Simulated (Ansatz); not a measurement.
A run of Ansatz 0.2.0 is set up as follows.

The input input.yaml:

```yaml
crystal:
  lattice:
    - [-1.726539, 1.775547, 2.338342]
    - [1.726539, -1.775547, 2.338342]
    - [1.726539, 1.775547, -2.338342]
  atoms:
    - { symbol: Sn, position: [0.0, 0.0, 0.0] }
hamiltonian:
  xc: pbesol
  pseudopotentials: { kind: paw }
  dispersion: d4
kpoints:
  mp_grid: { grid: [11, 11, 11] }
scf:
  occupations: { method: fermi_dirac, width: 0.05 }
output:
  forces: true
  stress: true
  eigenvalues: true
relax:
  f_tol: 0.01
  max_steps: 40
  cell: { stress_tol: 0.05 }
```

Potentials or basis: Ansatz PAW.

Run with:

```bash
$ ansatz run input.yaml --threads 2 --pin off --max-ram 5632MiB --backend cpu --events-out ev --progress --plain --runs-dir out
```

**Question.** What does it give for the band gap on the k mesh?

**Answer.** None (metal or under the smearing width).

**Question.** Predict the space group after relaxing (to 0.05 Å).

**Answer.** I4/mmm (No. 139).

**Question.** What does it give for the relaxed cell?

**Answer.** a = 3.298 Å, b = 3.298 Å, c = 3.298 Å, α = 118.64°, β = 118.64°, γ = 92.38°.

Step by step:
```
step  energy change (eV)  largest force (eV/Å)  volume (Å³)
   1              0.0000                0.0000        28.67
   2             -0.0496                0.0000        25.65
   3             -0.0503                0.0000        25.88
   4             -0.0503                0.0000        25.87
   5             -0.0504                0.0000        25.87
   6             -0.0499                0.0000        25.87
```

Caveat: the plane-wave basis is chosen anew once the cell has moved, so the energies of steps on either side of that aren't comparable; pairwise dispersion overbinds metals, which lowers pressure and volume; the PAW data sets come from PBE, with cores solved anew for the run's functional, which leaves a small shift of forces and pressure.
